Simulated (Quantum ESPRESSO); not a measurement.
CoO:

```
Co O
1.0
     0.00000    2.13150    2.13150
     2.13150    0.00000    2.13150
     2.13150    2.13150    0.00000
Co O
1 1
Direct
  0.00000 0.00000 0.00000
  0.50000 0.50000 0.50000
```

Base run:

```yaml
Program: Quantum ESPRESSO 7.5
Functional: PBEsol
Potentials_or_basis: GBRV 1.5 PBEsol
Cutoff: 762 eV
Density_cutoff: 6095 eV
k_mesh: 8 × 8 × 8
Occupations: fermi-dirac, width 0.05 eV
Spin: collinear spin, ferromagnetic start
Starting_moments: "[2.0, 0.0] μB"
Hubbard_terms: Co d U = 4 eV
```

Its results: band gap on the k mesh none (metal or under the smearing width); pressure -6.7 GPa; net moment 2.99 μB per cell; site moments Co +2.61; O +0.28 μB.

**Question.** The run is repeated on the same cell with these changes: hubbard terms from Co d U = 4 eV to Co d U = 3 eV. What comes out?

**Answer.** Band gap on the k mesh none (metal or under the smearing width); pressure -7.7 GPa; net moment 3.00 μB per cell; site moments Co +2.60; O +0.29 μB.

Caveats: a cell with one magnetic atom can't hold antiferromagnetic order, which such compounds often take.

Not every run made on this cell is shown here.
